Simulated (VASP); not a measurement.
# GaSb (F-43m) in VASP: band structure with PBE

Aim: the band structure of GaSb with PBE.

All numbers are computed with VASP 6.6.1; they aren't measurements. Logs are shortened: lines on timing, memory, paths and dates and some standing lists are left out, and cuts for length are marked.

**Experimental background.**

From a printed reference work, data compilation, for a bulk crystal of GaSb at 4.2 K: band gap 0.811 eV (direct).

How close the calculation comes is told below.

## Step 1: The crystal as given

It takes space group F-43m (No. 216, cubic). Conventional cell: a = 6.216 Å, b = 6.216 Å, c = 6.216 Å, α = 90.00°, β = 90.00°, γ = 90.00°. Around Ga (site symmetry -43m) lie 4 Sb at 2.69 Å. Around Sb (site symmetry -43m) lie 4 Ga at 2.69 Å.

## Step 2: Band structure, PBE

File INCAR:

```
PREC = Accurate
ENCUT = 520
EDIFF = 1E-7
ISMEAR = 0
SIGMA = 0.02
LREAL = False
LASPH = True
NELM = 80
ALGO = Fast
ISIF = 2
LWAVE = False
LCHARG = False
GGA = PE
```

File KPOINTS:

```
Automatic mesh
0
Gamma
  12 12 12
```

File POSCAR:

```
GaSb                                    
1.0
    0.0000000000      3.1081679268      3.1081679268
    3.1081679268      0.0000000000      3.1081679268
    3.1081679268      3.1081679268      0.0000000000
  Ga              Sb            
     1     1
Direct
     0.0000000000000000    0.0000000000000000    0.0000000000000000
     0.2500000000000000    0.2500000000000000    0.2500000000000000
```

File KPOINTS_OPT:

```
path GXWKGLUWLK,UX
20
line-mode
reciprocal
 0.0000000000  0.0000000000  0.0000000000  G
 0.5000000000  0.0000000000  0.5000000000  X

 0.5000000000  0.0000000000  0.5000000000  X
 0.5000000000  0.2500000000  0.7500000000  W

 0.5000000000  0.2500000000  0.7500000000  W
 0.3750000000  0.3750000000  0.7500000000  K

 0.3750000000  0.3750000000  0.7500000000  K
 0.0000000000  0.0000000000  0.0000000000  G

 0.0000000000  0.0000000000  0.0000000000  G
 0.5000000000  0.5000000000  0.5000000000  L

 0.5000000000  0.5000000000  0.5000000000  L
 0.6250000000  0.2500000000  0.6250000000  U

 0.6250000000  0.2500000000  0.6250000000  U
 0.5000000000  0.2500000000  0.7500000000  W

 0.5000000000  0.2500000000  0.7500000000  W
 0.5000000000  0.5000000000  0.5000000000  L

 0.5000000000  0.5000000000  0.5000000000  L
 0.3750000000  0.3750000000  0.7500000000  K

 0.6250000000  0.2500000000  0.6250000000  U
 0.5000000000  0.0000000000  0.5000000000  X
```

Potentials or basis: VASP PAW PBE potentials, release 64 (Ga_d, Sb).

Run with:

```bash
$ cat potpaw_PBE.64/Ga_d/POTCAR potpaw_PBE.64/Sb/POTCAR > POTCAR
$ mpirun -np 1 vasp_std > vasp.out
```

OUTCAR:

```text
PREC = Accurate
   ENCUT = 520
   EDIFF = 1E-7
   ISMEAR = 0
   LREAL = False
   LASPH = True
   NELM = 80
   ISIF = 2
   GGA = PE

 ion  position               nearest neighbor table
   1  0.000  0.000  0.000-   2 2.69   2 2.69   2 2.69   2 2.69
   2  0.250  0.250  0.250-   1 2.69   1 2.69   1 2.69   1 2.69

  LATTYP: Found a face centered cubic cell.
 ALAT       =     6.2163358536

  Lattice vectors:

 A1 = (   0.0000000000,   3.1081679268,   3.1081679268)
 A2 = (   3.1081679268,   0.0000000000,   3.1081679268)
 A3 = (   3.1081679268,   3.1081679268,   0.0000000000)

Analysis of symmetry for initial positions (statically):
=====================================================================
 Subroutine PRICEL returns:
 Original cell was already a primitive cell.

 Routine SETGRP: Setting up the symmetry group for a
 face centered cubic supercell.

 Subroutine GETGRP returns: Found 24 space group operations
 (whereof 24 operations were pure point group operations)
 out of a pool of 48 trial point group operations.

The static configuration has the point symmetry T_d .

Analysis of symmetry for dynamics (positions and initial velocities):
=====================================================================
 Subroutine PRICEL returns:
 Original cell was already a primitive cell.

 Routine SETGRP: Setting up the symmetry group for a
 face centered cubic supercell.

 Subroutine GETGRP returns: Found 24 space group operations
 (whereof 24 operations were pure point group operations)
 out of a pool of 48 trial point group operations.

The dynamic configuration has the point symmetry T_d .

 Subroutine INISYM returns: Found 24 space group operations
 (whereof 24 operations are pure point group operations),
 and found     1 'primitive' translations

----------------------------------------------------------------------------------------

                                     Primitive cell

  volume of cell :      60.0542

  direct lattice vectors                    reciprocal lattice vectors
     0.000000000  3.108167927  3.108167927    -0.160866469  0.160866469  0.160866469
     3.108167927  0.000000000  3.108167927     0.160866469 -0.160866469  0.160866469
     3.108167927  3.108167927  0.000000000     0.160866469  0.160866469 -0.160866469

  length of vectors
     4.395613236  4.395613236  4.395613236     0.278628898  0.278628898  0.278628898

  position of ions in fractional coordinates (direct lattice)
     0.000000000  0.000000000  0.000000000
     0.250000000  0.250000000  0.250000000

  ion indices of the primitive-cell ions
   primitive index   ion index
                 1           1
                 2           2

----------------------------------------------------------------------------------------

 KPOINTS: Automatic mesh

Automatic generation of k-mesh.
 Grid dimensions read from file:
 generate k-points for:   12   12   12

 Generating k-lattice:

  Cartesian coordinates                     Fractional coordinates (reciprocal lattice)
    -0.013405539  0.013405539  0.013405539     0.083333333  0.000000000  0.000000000
     0.013405539 -0.013405539  0.013405539     0.000000000  0.083333333  0.000000000
     0.013405539  0.013405539 -0.013405539     0.000000000  0.000000000  0.083333333

  Length of vectors
     0.023219075  0.023219075  0.023219075

  Shift w.r.t. Gamma in fractional coordinates (k-lattice)
     0.000000000  0.000000000  0.000000000

 Subroutine IBZKPT returns following result:
 ===========================================

 Found     72 irreducible k-points:

 Following reciprocal coordinates:
            Coordinates               Weight
  0.000000  0.000000  0.000000      1.000000
  0.083333  0.000000  0.000000      8.000000
  0.166667  0.000000  0.000000      8.000000
  0.250000  0.000000  0.000000      8.000000
  0.333333  0.000000  0.000000      8.000000
  0.416667  0.000000  0.000000      8.000000
[... 16 lines left out ...]
  0.500000  0.166667  0.000000     24.000000
 -0.416667  0.166667  0.000000     24.000000
 [... further k-points ...]
   k-points           NKPTS =     72   k-points in BZ     NKDIM =     72   number of bands    NBANDS=     13
   number of dos      NEDOS =    301   number of ions     NIONS =      2
   total plane-waves  NPLWV =  46656
   dimension x,y,z NGX =    36 NGY =   36 NGZ =   36
   dimension x,y,z NGXF=    72 NGYF=   72 NGZF=   72
   ions per type =               1   1
   NGX,Y,Z   is equivalent  to a cutoff of  13.62, 13.62, 13.62 a.u.
   NGXF,Y,Z  is equivalent  to a cutoff of  27.23, 27.23, 27.23 a.u.
 SYSTEM =  unknown system
   PREC   = accura    normal or accurate (medium, high low for compatibility)
   ISTART =      0    job   : 0-new  1-cont  2-samecut
   ICHARG =      2    charge: 1-file 2-atom 10-const
   ISPIN  =      1    spin polarized calculation?
   LNONCOLLINEAR =      F non collinear calculations
   LSORBIT =      F    spin-orbit coupling
   LASPH  =      T    aspherical Exc in radial PAW
   ENCUT  =  520.0 eV  38.22 Ry    6.18 a.u.   8.17  8.17  8.17*2*pi/ulx,y,z
   NELM   =     80;   NELMIN=  2; NELMDL= -5     # of ELM steps
   EDIFF  = 0.1E-06   stopping-criterion for ELM
   LREAL  =      F    real-space projection
   EDIFFG = 0.1E-05   stopping-criterion for IOM
   NSW    =      0    number of steps for IOM
   IBRION =     -1    ionic relax: 0-MD 1-quasi-New 2-CG
   NFREE  =      0    steps in history (QN), initial steepest desc. (CG)
   ISIF   =      2    stress and relaxation
   ISYM   =      2    0-nonsym 1-usesym 2-fastsym
   POTIM  = 0.5000    time-step for ionic-motion
   TEBEG  =    0.0;   TEEND  =   0.0 temperature during run
   PSTRESS=    0.0 pullay stress
   NELECT =      18.0000    total number of electrons
   NUPDOWN=      -1.0000    fix difference up-down
   EMIN   =  10.00;   EMAX   =-10.00  energy-range for DOS
   EFERMI =   0.00;   METHOD = LEGACY
   ISMEAR =     0;   SIGMA  =   0.02  broadening in eV -4-tet -1-fermi 0-gaus
   EFERMI_NEDOS =   21; number of points for ismear=-14 and -15
   IALGO  =     68    algorithm
   IMIX   =      4    mixing-type and parameters
     AMIX     =   0.40;   BMIX     =  1.00
     AMIX_MAG =   1.60;   BMIX_MAG =  1.00
  volume/ion in A,a.u.               =      30.03       202.63
  Fermi-wavevector in a.u.,A,eV,Ry     =   1.095598  2.070380 16.331546  1.200335
  Thomas-Fermi vector in A             =   2.231924
   LORBIT       =      0    0 simple, 1 ext, 2 COOP (PROOUT), +10 PAW based schemes
   GGA     = PE    functional components
   LHFCALC =     F    Hartree Fock is set to
   AEXX    =    0.0000 exact exchange contribution
   IVDW    =     0    specifies the selected vdW correction
   LEPSILON=     F    determine dielectric tensor
   LRPA    =     F    only Hartree local field effects (RPA)
 non-spin polarized calculation
 RMM-DIIS sequential band-by-band and
 Gauss-broadening in eV      SIGMA  =   0.02
  energy-cutoff  :      520.00
  volume of cell :       60.05
 maximum number of plane-waves:      1639
 NGX is ok and might be reduce to    36
   NGX = 17   NGY = 17   NGZ = 17

 number of electron      17.9999991 magnetization

 Free energy of the ion-electron system (eV)
  ---------------------------------------------------
  ext. energy  EPLUGINS =         0.00000000
  ---------------------------------------------------
  free energy    TOTEN  =        -7.37300933 eV

  energy without entropy =       -7.37299148  energy(sigma->0) =       -7.37300040

 E-fermi :   4.3986     XC(G=0):  -8.8821

 val. band max:        4.3925237813   @ k =   0.0000   0.0000   0.0000
 cond. band min:       4.7008809155   @ k =   0.5000   0.0000   0.0000
 fundamental gap:      0.3083571342
 Fermi energy:         4.3986147805

 k-point     1 :       0.0000    0.0000    0.0000
  band No.  band energies     occupation
      1     -10.5529      2.00000
      2     -10.5529      2.00000
      3     -10.5529      2.00000
      4     -10.5101      2.00000
      5     -10.5101      2.00000
      6      -6.7614      2.00000
      7       4.0953      2.00000
      8       4.3925      1.33337
      9       4.3925      1.33331
     10       4.3925      1.33331
     11       7.1810      0.00000
     12       7.1810      0.00000
     13       7.1810      0.00000

 k-point     2 :       0.0833    0.0000    0.0000
  band No.  band energies     occupation
      1     -10.5544      2.00000
      2     -10.5522      2.00000
      3     -10.5522      2.00000
      4     -10.5102      2.00000
      5     -10.5102      2.00000
      6      -6.6940      2.00000
      7       2.9940      2.00000
      8       4.2794      2.00000
      9       4.2794      2.00000
     10       5.1026      0.00000
     11       7.3387      0.00000
     12       7.3387      0.00000
     13       7.4002      0.00000

 k-point     3 :       0.1667    0.0000    0.0000
  band No.  band energies     occupation
      1     -10.5586      2.00000
      2     -10.5503      2.00000
      3     -10.5503      2.00000
      4     -10.5103      2.00000
      5     -10.5103      2.00000
      6      -6.4963      2.00000
      7       1.6851      2.00000
      8       4.0208      2.00000
      9       4.0208      2.00000
     10       5.2603      0.00000
     11       7.6901      0.00000
     12       7.6901      0.00000
     13       8.2125      0.00000
[... 305 lines left out ...]
 k-point    23 :       0.5000    0.1667    0.0000
  band No.  band energies     occupation
      1     -10.5781      2.00000
      2     -10.5420      2.00000
      3     -10.5407      2.00000
      4     -10.5123      2.00000
      5     -10.5092      2.00000
      6      -5.1288      2.00000
      7      -1.6091      2.00000
      8       1.9579      2.00000
      9       2.8786      2.00000
     10       6.0046      0.00000
     11       8.0195      0.00000
     12       9.1119      0.00000
     13      10.2630      0.00000

 k-point    24 :      -0.4167    0.1667    0.0000
  band No.  band energies     occupation
      1     -10.5779      2.00000
      2     -10.5419      2.00000
      3     -10.5412      2.00000
      4     -10.5113      2.00000
      5     -10.5101      2.00000
      6      -5.0775      2.00000
      7      -1.6940      2.00000
      8       1.8027      2.00000
      9       3.0214      2.00000
     10       6.0003      0.00000
     11       8.1396      0.00000
     12       8.9031      0.00000
     13      11.1400      0.00000

 [... further k-points ...]

------------------------ aborting loop because EDIFF is reached ----------------------------------------

  FORCE on cell =-STRESS in cart. coord.  units (eV):
  Direction    XX          YY          ZZ          XY          YZ          ZX
  --------------------------------------------------------------------------------------
  -------------------------------------------------------------------------------------
  Total       -0.0006750     -0.0006750     -0.0006750     -0.0000000      0.0000000      0.0000000
  in kB       -0.0180085     -0.0180085     -0.0180085     -0.0000000      0.0000000      0.0000000
  external PRESSURE =      -0.0180085 kB  Pullay stress =       0.0000000 kB

 VOLUME and BASIS-vectors are now :
 -----------------------------------------------------------------------------
  energy-cutoff  :      520.00
  volume of cell :       60.05
      direct lattice vectors                 reciprocal lattice vectors
     0.000000000  3.108167927  3.108167927    -0.160866469  0.160866469  0.160866469
     3.108167927  0.000000000  3.108167927     0.160866469 -0.160866469  0.160866469
     3.108167927  3.108167927  0.000000000     0.160866469  0.160866469 -0.160866469

 POSITION                                       TOTAL-FORCE (eV/Angst)
 -----------------------------------------------------------------------------------
      0.00000      0.00000      0.00000        -0.000000     -0.000000      0.000000
      1.55408      1.55408      1.55408         0.000000      0.000000     -0.000000
 -----------------------------------------------------------------------------------
    total drift:                                0.000001      0.000001      0.000001

  FREE ENERGIE OF THE ION-ELECTRON SYSTEM (eV)
  ---------------------------------------------------
  free  energy   TOTEN  =        -7.3730093302 eV

  energy  without entropy=       -7.3729914758  energy(sigma->0) =       -7.37300040
```

Run time: 2.4 min. Hardware: 1 thread of Intel Xeon 6975P-C (Granite Rapids), shared host; peak memory 0.28 GiB.

Results:

```yaml
Free_energy: -7.3730 eV
Pressure: 0.0 GPa
Band_gap_along_the_path: none (metal or under the smearing width)
```

Levels at the corners of the path, in eV from the Fermi level:
| point | band 5 | band 6 | band 7 | band 8 | band 9 | band 10 | band 11 | band 12 | band 13 |
| --- | --- | --- | --- | --- | --- | --- | --- | --- | --- |
| Γ | -14.91 | -11.16 | -0.30 | -0.01 | -0.01 | -0.01 | 2.78 | 2.78 | 2.78 |
| X | -14.91 | -8.90 | -6.60 | -2.42 | -2.42 | 0.95 | 1.33 | 8.37 | 8.37 |
| X | -14.91 | -8.90 | -6.60 | -2.42 | -2.42 | 0.95 | 1.33 | 8.37 | 8.37 |
| W | -14.91 | -8.86 | -6.49 | -3.14 | -2.92 | 3.50 | 4.29 | 4.30 | 4.75 |
| W | -14.91 | -8.86 | -6.49 | -3.14 | -2.92 | 3.50 | 4.29 | 4.30 | 4.75 |
| K | -14.91 | -8.96 | -6.44 | -3.38 | -2.06 | 1.43 | 3.80 | 6.39 | 6.62 |
| K | -14.91 | -8.96 | -6.44 | -3.38 | -2.06 | 1.43 | 3.80 | 6.39 | 6.62 |
| Γ | -14.91 | -11.16 | -0.30 | -0.01 | -0.01 | -0.01 | 2.78 | 2.78 | 2.78 |
| Γ | -14.91 | -11.16 | -0.30 | -0.01 | -0.01 | -0.01 | 2.78 | 2.78 | 2.78 |
| L | -14.91 | -9.66 | -6.14 | -1.09 | -1.09 | 0.30 | 3.74 | 3.74 | 6.49 |
| L | -14.91 | -9.66 | -6.14 | -1.09 | -1.09 | 0.30 | 3.74 | 3.74 | 6.49 |
| U | -14.91 | -8.96 | -6.44 | -3.38 | -2.06 | 1.43 | 3.80 | 6.39 | 6.62 |
| U | -14.91 | -8.96 | -6.44 | -3.38 | -2.06 | 1.43 | 3.80 | 6.39 | 6.62 |
| W | -14.91 | -8.86 | -6.49 | -3.14 | -2.92 | 3.50 | 4.29 | 4.30 | 4.75 |
| W | -14.91 | -8.86 | -6.49 | -3.14 | -2.92 | 3.50 | 4.29 | 4.30 | 4.75 |
| L | -14.91 | -9.66 | -6.14 | -1.09 | -1.09 | 0.30 | 3.74 | 3.74 | 6.49 |
| L | -14.91 | -9.66 | -6.14 | -1.09 | -1.09 | 0.30 | 3.74 | 3.74 | 6.49 |
| K | -14.91 | -8.96 | -6.44 | -3.38 | -2.06 | 1.43 | 3.80 | 6.39 | 6.62 |
| U | -14.91 | -8.96 | -6.44 | -3.38 | -2.06 | 1.43 | 3.80 | 6.39 | 6.62 |
| X | -14.91 | -8.90 | -6.60 | -2.42 | -2.42 | 0.95 | 1.33 | 8.37 | 8.37 |

Caveat: spin-orbit coupling is left out, which moves the levels of the heavy elements; this crystal is a semiconductor, whose small gap the functional closes, so the metal is an error of the method.

## Step 3: Against experiment

Step 2. Measured gap of GaSb: 0.811 eV (direct; 4.2 K; a printed reference work, data compilation). This calculation gives 0.00 eV (-0.81 eV). Spin-orbit coupling on Ga, Sb is left out. The value is that of PBE, without temperature or zero-point motion. Semilocal functionals fall short of measured gaps as a rule.
